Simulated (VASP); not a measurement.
# HCl in VASP: a series of runs

The runs below take HCl through single point, with LDA.

Everything below comes from runs of VASP 6.6.1. Logs are shortened: lines on timing, memory, paths and dates and some standing lists are left out, and cuts for length are marked.

## 1. Starting point

The cell holds a amorphous, 16 atoms: a = 7.656 Å, b = 7.656 Å, c = 7.656 Å, α = 90.00°, β = 90.00°, γ = 90.00°.

The cell was built by a generator and needn't be a form met in nature.

## 2. Single point, LDA

Contents of INCAR:

```
ALGO = Fast
EDIFF = 1E-6
ENCUT = 520
GGA = CA
ISIF = 2
ISMEAR = -1
LASPH = True
LCHARG = False
LREAL = Auto
LWAVE = False
NBANDS = 46
NELM = 100
PREC = Accurate
SIGMA = 0.02
```

Contents of KPOINTS:

```
k-points
0
Gamma
  1 1 1
```

Contents of POSCAR:

```
HCl
1.0
    7.6562770000      0.0000000000      0.0000000000
    0.0000000000      7.6562770000      0.0000000000
    0.0000000000      0.0000000000      7.6562770000
Cl H
8 8
Direct
    0.2345265199      0.5474592939      1.0102690903
    0.8260281074      0.4896635793      0.6826816741
    0.1516533427      0.3839986458      0.4164164907
    0.4182450557      0.2639011102      0.7245035675
    1.0130903049      0.1076763550      0.0426186252
    0.2145559781      0.7954127052      0.6682229496
    0.6371895897      0.6843665662      0.0845450080
    0.6432499765      0.8226452622      0.4888015415
    0.2979907859      0.4173960791      0.9141518783
    0.7996445270      0.6505250528      0.5933954584
    0.0184423839      0.4125503819      0.5349989296
    0.2825655341      0.2953916114      0.6209676061
    1.0572109656      0.2125576178      0.1584320943
    0.2098278315      0.7487973593      0.8436215147
    0.4667281500      0.6719976302      0.0642609979
    0.4965206980      0.7960396417      0.5839522264
```

Potentials or basis: VASP PAW LDA potentials, release 64 (Cl, H).

Started as:

```console
$ cat potpaw_LDA.64/Cl/POTCAR potpaw_LDA.64/H/POTCAR > POTCAR
$ mpirun -np 1 vasp_gam > vasp.out
```

OUTCAR:

```text
EDIFF = 1E-6
   ENCUT = 520
   GGA = CA
   ISIF = 2
   ISMEAR = -1
   LASPH = True
   LREAL = Auto
   NELM = 100
   PREC = Accurate

 ion  position               nearest neighbor table
   1  0.235  0.547  0.010-   9 1.33
   2  0.826  0.490  0.683-  10 1.42
   3  0.152  0.384  0.416-  11 1.38
   4  0.418  0.264  0.725-  12 1.33
   5  0.013  0.108  0.043-  13 1.24
   6  0.215  0.795  0.668-  14 1.39
[... 8 lines left out ...]
  15  0.467  0.672  0.064-   7 1.32
  16  0.497  0.796  0.584-   8 1.35

  LATTYP: Found a simple cubic cell.
 ALAT       =     7.6562770000

  Lattice vectors:

 A1 = (   7.6562770000,   0.0000000000,   0.0000000000)
 A2 = (   0.0000000000,   7.6562770000,   0.0000000000)
 A3 = (   0.0000000000,   0.0000000000,   7.6562770000)

Analysis of symmetry for initial positions (statically):
=====================================================================
 Subroutine PRICEL returns:
 Original cell was already a primitive cell.

 Routine SETGRP: Setting up the symmetry group for a
 simple cubic supercell.

 Subroutine GETGRP returns: Found  1 space group operations
 (whereof  1 operations were pure point group operations)
 out of a pool of 48 trial point group operations.

The static configuration has the point symmetry C_1 .

Analysis of symmetry for dynamics (positions and initial velocities):
=====================================================================
 Subroutine PRICEL returns:
 Original cell was already a primitive cell.

 Routine SETGRP: Setting up the symmetry group for a
 simple cubic supercell.

 Subroutine GETGRP returns: Found  1 space group operations
 (whereof  1 operations were pure point group operations)
 out of a pool of 48 trial point group operations.

The dynamic configuration has the point symmetry C_1 .

 Subroutine INISYM returns: Found  1 space group operations
 (whereof  1 operations are pure point group operations),
 and found     1 'primitive' translations

----------------------------------------------------------------------------------------

                                     Primitive cell

  volume of cell :     448.8001

  direct lattice vectors                    reciprocal lattice vectors
     7.656277000  0.000000000  0.000000000     0.130611784  0.000000000  0.000000000
     0.000000000  7.656277000  0.000000000     0.000000000  0.130611784  0.000000000
     0.000000000  0.000000000  7.656277000     0.000000000  0.000000000  0.130611784

  length of vectors
     7.656277000  7.656277000  7.656277000     0.130611784  0.130611784  0.130611784

  position of ions in fractional coordinates (direct lattice)
     0.234526520  0.547459294  0.010269090
     0.826028107  0.489663579  0.682681674
     0.151653343  0.383998646  0.416416491
     0.418245056  0.263901110  0.724503568
     0.013090305  0.107676355  0.042618625
     0.214555978  0.795412705  0.668222950
[... 8 lines left out ...]
     0.466728150  0.671997630  0.064260998
     0.496520698  0.796039642  0.583952226

  ion indices of the primitive-cell ions
   primitive index   ion index
                 1           1
                 2           2
                 3           3
                 4           4
                 5           5
                 6           6
[... 8 lines left out ...]
                15          15
                16          16

----------------------------------------------------------------------------------------

 KPOINTS: k-points

Automatic generation of k-mesh.
 Grid dimensions read from file:
 generate k-points for:    1    1    1

 Generating k-lattice:

  Cartesian coordinates                     Fractional coordinates (reciprocal lattice)
     0.130611784  0.000000000  0.000000000     1.000000000  0.000000000  0.000000000
     0.000000000  0.130611784  0.000000000     0.000000000  1.000000000  0.000000000
     0.000000000  0.000000000  0.130611784     0.000000000  0.000000000  1.000000000

  Length of vectors
     0.130611784  0.130611784  0.130611784

  Shift w.r.t. Gamma in fractional coordinates (k-lattice)
     0.000000000  0.000000000  0.000000000

 Subroutine IBZKPT returns following result:
 ===========================================

 Found      1 irreducible k-points:

 Following reciprocal coordinates:
            Coordinates               Weight
  0.000000  0.000000  0.000000      1.000000
   k-points           NKPTS =      1   k-points in BZ     NKDIM =      1   number of bands    NBANDS=     46
   number of dos      NEDOS =    301   number of ions     NIONS =     16
   total plane-waves  NPLWV = 216000
   dimension x,y,z NGX =    60 NGY =   60 NGZ =   60
   dimension x,y,z NGXF=   120 NGYF=  120 NGZF=  120
   ions per type =               8   8
   NGX,Y,Z   is equivalent  to a cutoff of  13.03, 13.03, 13.03 a.u.
   NGXF,Y,Z  is equivalent  to a cutoff of  26.06, 26.06, 26.06 a.u.
 SYSTEM =  unknown system
   PREC   = accura    normal or accurate (medium, high low for compatibility)
   ISTART =      0    job   : 0-new  1-cont  2-samecut
   ICHARG =      2    charge: 1-file 2-atom 10-const
   ISPIN  =      1    spin polarized calculation?
   LNONCOLLINEAR =      F non collinear calculations
   LSORBIT =      F    spin-orbit coupling
   LASPH  =      T    aspherical Exc in radial PAW
   ENCUT  =  520.0 eV  38.22 Ry    6.18 a.u.  14.24 14.24 14.24*2*pi/ulx,y,z
   NELM   =    100;   NELMIN=  2; NELMDL= -5     # of ELM steps
   EDIFF  = 0.1E-05   stopping-criterion for ELM
   LREAL  =      T    real-space projection
   EDIFFG = 0.1E-04   stopping-criterion for IOM
   NSW    =      0    number of steps for IOM
   IBRION =     -1    ionic relax: 0-MD 1-quasi-New 2-CG
   NFREE  =      0    steps in history (QN), initial steepest desc. (CG)
   ISIF   =      2    stress and relaxation
   ISYM   =      2    0-nonsym 1-usesym 2-fastsym
   POTIM  = 0.5000    time-step for ionic-motion
   TEBEG  =    0.0;   TEEND  =   0.0 temperature during run
   PSTRESS=    0.0 pullay stress
   NELECT =      64.0000    total number of electrons
   NUPDOWN=      -1.0000    fix difference up-down
   EMIN   =  10.00;   EMAX   =-10.00  energy-range for DOS
   EFERMI =   0.00;   METHOD = LEGACY
   ISMEAR =    -1;   SIGMA  =   0.02  broadening in eV -4-tet -1-fermi 0-gaus
   EFERMI_NEDOS =   21; number of points for ismear=-14 and -15
   IALGO  =     68    algorithm
   IMIX   =      4    mixing-type and parameters
     AMIX     =   0.40;   BMIX     =  1.00
     AMIX_MAG =   1.60;   BMIX_MAG =  1.00
  volume/ion in A,a.u.               =      28.05       189.29
  Fermi-wavevector in a.u.,A,eV,Ry     =   0.855297  1.616278  9.953121  0.731534
  Thomas-Fermi vector in A             =   1.972025
   LORBIT       =      0    0 simple, 1 ext, 2 COOP (PROOUT), +10 PAW based schemes
   GGA     = CA    functional components
   LHFCALC =     F    Hartree Fock is set to
   AEXX    =    0.0000 exact exchange contribution
   IVDW    =     0    specifies the selected vdW correction
   LEPSILON=     F    determine dielectric tensor
   LRPA    =     F    only Hartree local field effects (RPA)
 non-spin polarized calculation
 RMM-DIIS sequential band-by-band and
  energy-cutoff  :      520.00
  volume of cell :      448.80
 maximum number of plane-waves:      6027
 NGX is ok and might be reduce to    60
   NGX = 29   NGY = 29   NGZ = 29

 number of electron      64.0000006 magnetization

 Free energy of the ion-electron system (eV)
  ---------------------------------------------------
  ext. energy  EPLUGINS =         0.00000000
  ---------------------------------------------------
  free energy    TOTEN  =       -52.27617352 eV

  energy without entropy =      -52.27617352  energy(sigma->0) =      -52.27617352

 E-fermi :  -3.2885     XC(G=0):  -6.0492

 val. band max:       -3.7727814719   @ k =   0.0000   0.0000   0.0000
 cond. band min:       1.1127291148   @ k =   0.0000   0.0000   0.0000
 fundamental gap:      4.8855105866
 Fermi energy:        -3.2885041437

 k-point     1 :       0.0000    0.0000    0.0000
  band No.  band energies     occupation
      1     -18.6035      2.00000
      2     -18.1018      2.00000
      3     -17.9478      2.00000
      4     -17.6767      2.00000
      5     -17.5402      2.00000
      6     -17.4474      2.00000
[... 36 lines left out ...]
     43       4.3402      0.00000
     44       4.6111      0.00000
 [bands above 44 left out]

------------------------ aborting loop because EDIFF is reached ----------------------------------------

  FORCE on cell =-STRESS in cart. coord.  units (eV):
  Direction    XX          YY          ZZ          XY          YZ          ZX
  --------------------------------------------------------------------------------------
  -------------------------------------------------------------------------------------
  Total       -1.4371464     -1.1228355     -0.4923549      0.7042831      1.5133160      2.0592691
  in kB       -5.1304879     -4.0084253     -1.7576642      2.5142295      5.4024069      7.3514121
  external PRESSURE =      -3.6321925 kB  Pullay stress =       0.0000000 kB

 VOLUME and BASIS-vectors are now :
 -----------------------------------------------------------------------------
  energy-cutoff  :      520.00
  volume of cell :      448.80
      direct lattice vectors                 reciprocal lattice vectors
     7.656277000  0.000000000  0.000000000     0.130611784  0.000000000  0.000000000
     0.000000000  7.656277000  0.000000000     0.000000000  0.130611784  0.000000000
     0.000000000  0.000000000  7.656277000     0.000000000  0.000000000  0.130611784

 POSITION                                       TOTAL-FORCE (eV/Angst)
 -----------------------------------------------------------------------------------
      1.79560      4.19150      0.07862        -0.511174     -0.019581      0.558213
      6.32430      3.74900      5.22680         0.279882      0.939188     -0.616956
      1.16110      2.94000      3.18820        -0.466027     -0.026852      0.271153
      3.20220      2.02050      5.54700         0.003757      0.000832      0.534968
      0.10022      0.82440      0.32630        -0.469561     -1.164850     -1.371822
      1.64270      6.08990      5.11610         0.110204     -0.052558      1.087914
[... 8 lines left out ...]
      3.57340      5.14500      0.49200         0.378617     -0.114043      0.054472
      3.80150      6.09470      4.47090         0.537126      0.100092     -0.287887
 -----------------------------------------------------------------------------------
    total drift:                                0.000825      0.000742     -0.001445

  FREE ENERGIE OF THE ION-ELECTRON SYSTEM (eV)
  ---------------------------------------------------
  free  energy   TOTEN  =       -52.2761735193 eV

  energy  without entropy=      -52.2761735193  energy(sigma->0) =      -52.27617352
```

It took 34 s on 1 thread of Intel Xeon Platinum 8259CL at 2.50GHz (Skylake/Cascade Lake), shared host; peak memory 0.33 GiB.

What came out:

- Free energy: -52.2762 eV
- Pressure: -0.4 GPa
- Largest force: 1.923 eV/Å
- Band gap on the k mesh: 4.89 eV, direct

Forces in eV/Å, atoms in the order of the input:
```
Cl  -0.511 -0.020  0.558
Cl   0.280  0.939 -0.617
Cl  -0.466 -0.027  0.271
Cl   0.004  0.001  0.535
Cl  -0.470 -1.165 -1.372
Cl   0.110 -0.053  1.088
Cl  -0.067  0.060 -0.196
Cl  -0.598  0.106  0.457
H    0.338 -0.151 -0.501
H   -0.246 -1.142  0.649
H    0.019  0.146 -0.290
H    0.072  0.045 -0.286
H    0.486  1.207  1.416
H    0.132  0.067 -1.480
H    0.379 -0.114  0.054
H    0.537  0.100 -0.288
```

Levels at points of the mesh, in eV from the valence-band top:
```
           k point  band 28  band 29  band 30  band 31  band 32  band 33  band 34  band 35  band 36  band 37
(0.00, 0.00, 0.00)    -0.70    -0.63    -0.47    -0.30     0.00     4.89     6.14     6.38     6.48     6.70
```

## 3. Single point, LDA

Contents of INCAR:

```
SYSTEM = HCl
PREC = Accurate
ENCUT = 520
EDIFF = 1E-7
ISMEAR = -1
SIGMA = 0.02
LREAL = Auto
LASPH = .True.
NELM = 100
ALGO = Normal
ISIF = 2
LWAVE = .False.
LCHARG = .False.
NBANDS = 46
```

Contents of KPOINTS:

```
regular mesh
0
Gamma
  1 1 1
  0 0 0
```

Contents of POSCAR:

```
HCl
1.0
    7.6562770000      0.0000000000      0.0000000000
    0.0000000000      7.6562770000      0.0000000000
    0.0000000000      0.0000000000      7.6562770000
Cl H
8 8
Direct
    0.2207469766      0.5599327193      1.0310494252
    0.8368035796      0.5190642920      0.7026652771
    0.1493545753      0.4270221676      0.4157111870
    0.3986532880      0.2781900394      0.7317394603
    1.0099556220      0.1075979879      0.0401500625
    0.2377526309      0.7958176017      0.6523666790
    0.6456140498      0.6727813009      0.0920029409
    0.6562980937      0.8427464158      0.4787574953
    0.2874895984      0.4343233663      0.9356767003
    0.7486667476      0.6169970078      0.6015586949
    0.0497892122      0.4975002864      0.5310675149
    0.2902324459      0.3222845777      0.6029693022
    0.9346840507      0.1763650923      0.1738573461
    0.1777103937      0.6545870793      0.7498814372
    0.4853795128      0.6329447067      0.0380602739
    0.5153549173      0.8669749018      0.5538984548
```

Potentials or basis: VASP PAW LDA potentials, release 64 (Cl, H).

Started as:

```console
$ cat potpaw_LDA.64/Cl/POTCAR potpaw_LDA.64/H/POTCAR > POTCAR
$ mpirun -np 1 vasp_gam > vasp.out
```

It took 36 s on 1 thread of Intel Xeon Platinum 8259CL at 2.50GHz (Skylake/Cascade Lake), shared host; peak memory 0.34 GiB.

Results (log left out):

| Quantity | Value |
| --- | --- |
| Free energy | -52.0277 eV |
| Pressure | 0.6 GPa |
| Largest force | 2.214 eV/Å |
| Band gap on the k mesh | 4.74 eV, direct |

Forces in eV/Å, atoms in the order of the input:
```
Cl  -0.185  0.138 -0.168
Cl   0.898 -1.018  0.968
Cl   0.631 -0.562 -0.827
Cl   0.146 -0.109  0.329
Cl   0.077 -0.041 -0.124
Cl  -0.704 -1.164  0.833
Cl  -0.382 -0.146 -0.339
Cl   1.881 -0.079 -1.020
H    0.149 -0.429 -0.370
H   -0.732  1.015 -0.809
H   -0.886  0.316  0.751
H   -0.071  0.130 -0.110
H   -0.038  0.087  0.106
H    0.676  1.507 -0.620
H    0.438  0.183  0.275
H   -1.899  0.172  1.125
```

Stress tensor (GPa, compression positive):
```
 0.93 -0.89 -0.33
-0.89 -0.08  0.33
-0.33  0.33  0.97
```

Levels at points of the mesh, in eV from the valence-band top:
| k point | band 28 | band 29 | band 30 | band 31 | band 32 | band 33 | band 34 | band 35 | band 36 | band 37 |
| --- | --- | --- | --- | --- | --- | --- | --- | --- | --- | --- |
| (0.00, 0.00, 0.00) | -0.76 | -0.70 | -0.68 | -0.36 | 0.00 | 4.74 | 5.67 | 6.55 | 6.70 | 6.76 |

## 4. Single point, LDA

Contents of INCAR:

```
SYSTEM = HCl
PREC = Accurate
ENCUT = 520
EDIFF = 1E-7
ISMEAR = -1
SIGMA = 0.02
LREAL = Auto
LASPH = .TRUE.
NELM = 60
ALGO = Normal
ISIF = 2
LWAVE = .FALSE.
LCHARG = .FALSE.
GGA = CA
NBANDS = 46
```

Contents of KPOINTS:

```
regular mesh
0
G
  1 1 1
  0 0 0
```

Contents of POSCAR:

```
HCl
1.0
    7.6562770000      0.0000000000      0.0000000000
    0.0000000000      7.6562770000      0.0000000000
    0.0000000000      0.0000000000      7.6562770000
Cl H
8 8
Direct
    0.2442962813      0.5843310006      1.0298086132
    0.8450974279      0.5547213091      0.7227664307
    0.1366982934      0.4156981259      0.4400702848
    0.3896149525      0.2973899717      0.7334112912
    1.0053058425      0.1105106307      0.0327704967
    0.2192188188      0.7931400601      0.6340287845
    0.6334149091      0.6265055457      0.1047898345
    0.6279161530      0.8523986266      0.4582383840
    0.3080478933      0.4638024460      0.9245224539
    0.7655940348      0.6789331159      0.6158084406
    0.0012016284      0.4299609327      0.5339540354
    0.2725867938      0.3561522134      0.6256696303
    0.9122449462      0.0673303748      0.1592027039
    0.2669574259      0.7815939784      0.7927221024
    0.4900162311      0.6931567392      0.1203718204
    0.4723705791      0.8168069154      0.5293695617
```

Started as:

```console
$ cat potpaw_LDA.64/Cl/POTCAR potpaw_LDA.64/H/POTCAR > POTCAR
$ mpirun -np 1 vasp_gam > vasp.out
```

Run time: 42 s. Hardware: 1 thread of Intel Xeon Platinum 8259CL at 2.50GHz (Skylake/Cascade Lake), shared host; peak memory 0.33 GiB.

Results (log left out):

| Quantity | Value |
| --- | --- |
| Free energy | -51.8809 eV |
| Pressure | 1.5 GPa |
| Largest force | 3.300 eV/Å |
| Band gap on the k mesh | 4.81 eV, direct |

Forces in eV/Å, atoms in the order of the input:
```
Cl  -0.909  0.285  0.075
Cl  -0.614  0.768 -0.740
Cl   0.924 -0.245 -1.707
Cl   1.103 -0.496  1.286
Cl   0.889  0.392 -1.156
Cl  -0.041  0.297 -1.060
Cl   3.084 -1.130 -0.322
Cl  -0.100 -0.064  0.395
H    0.263 -0.291 -0.325
H    0.438 -0.797  0.625
H   -1.410  0.420  1.085
H   -0.632  0.298 -0.700
H   -0.854 -0.387  1.107
H    0.192 -0.222  1.120
H   -2.395  1.048  0.306
H    0.062  0.123  0.012
```

Stress tensor (GPa, compression positive):
```
 2.75 -0.47 -0.21
-0.47 -0.04  0.29
-0.21  0.29  1.67
```

Levels at points of the mesh, in eV from the valence-band top:
```csv
k point,band 30,band 31,band 32,band 33,band 34,band 35
"(0.00, 0.00, 0.00)",-0.62,-0.36,0.00,4.81,6.21,6.45
```

LDA gaps usually lie below the measured ones, often by a third to a half.

(Part 1 of 2 ends here.)
